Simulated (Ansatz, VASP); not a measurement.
**One calculation of Te, two programs**

```
Te
1.0
     6.04414    0.00000    0.00000
     0.00000    6.04414    0.00000
     0.00000    0.00000    6.04414
Te
8
Cartesian
  0.0000 6.0441 0.0000
  3.0221 3.0221 3.0221
  1.5110 0.0000 3.0221
  4.5331 6.0441 3.0221
  3.0221 1.5110 0.0000
  3.0221 4.5331 0.0000
  0.0000 3.0221 1.5110
  0.0000 3.0221 4.5331
```

Alike in both runs: functional PBEsol; k mesh 4 × 4 × 4; occupations fermi-dirac, width 0.1 eV; no spin polarisation.

Ansatz relaxed the structure, and its values are those at the end. VASP's run is a single point on that final structure, the one shown.

|  | VASP | Ansatz |
| --- | --- | --- |
| version | VASP 6.6.1 | Ansatz 0.2.0 |
| potentials or method | VASP PAW PBE potentials, release 64 (Te) | plane waves (420 eV) with PAW, scalar-relativistic |
| plane-wave cutoff (eV) | 520 | 420 |
| valence electrons in the cell | 48 | 128 |

```tsv
	VASP	Ansatz	Ansatz less VASP
pressure (GPa)	0.0	0.0	0.00
```

The two sets of potentials don't hold the same shells in valence. Ansatz warned: «pseudo_functional_mismatch».

Caveats: the PAW data sets were made with another functional, which shifts forces and pressure a little (VASP). The runs have no spin-orbit coupling, so splittings on Te are missing.
